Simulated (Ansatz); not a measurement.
Compressing Pt: a fit and a missing row

Pt, P6_3/mmc, a = 2.725 Å, c = 4.707 Å. This isn't the element's structure at ambient conditions. Ansatz: PBEsol, PAW, 420 eV, Γ-centred 18×18×10 mesh on 2 atoms, Gaussian smearing 0.10 eV; no spin polarisation. Shape and atoms are relaxed at each volume; pressure is positive in compression.

```tsv
V (Å³/atom)	P (GPa)
13.320	?
13.774	33.98
14.228	20.44
14.682	9.24
15.136	0.00
15.590	-7.59
16.044	-13.83
16.650	-20.38
```

Question: Take V0 = 15.136 Å³/atom, fit the third-order Birch–Murnaghan form to the other rows, and predict the missing pressure.

Answer: With the Eulerian strain f = ½[(V0/V)^(2/3) − 1] and y = P/[3f(1 + 2f)^(5/2)], the form is the line y = B0 + 1.5 B0 (B0′ − 4) f. Rows (f, y): 0.03244, 298.4; 0.02105, 292.0; 0.01026, 285.3; -0.00975, 272.6; -0.01905, 266.7; -0.03079, 258.6. Means f = 0.0006933, y = 278.93; Σ(Δf)² = 0.003004, ΣΔfΔy = 1.893; the slope is their ratio. y = 278.5 + 630.1 f GPa, so B0 = 278.5 GPa and B0′ = 4 + 2 × (630.1)/(3 × 278.5) = 5.51. At V = 13.320, f = 0.04447, y = 306.52 and P = 50.60 GPa. The run gave 50.34 GPa, so the fit is 0.26 GPa too high, a small miss on the scale of the series.

Spin–orbit coupling is left out, which can shift energies with elements as heavy as these.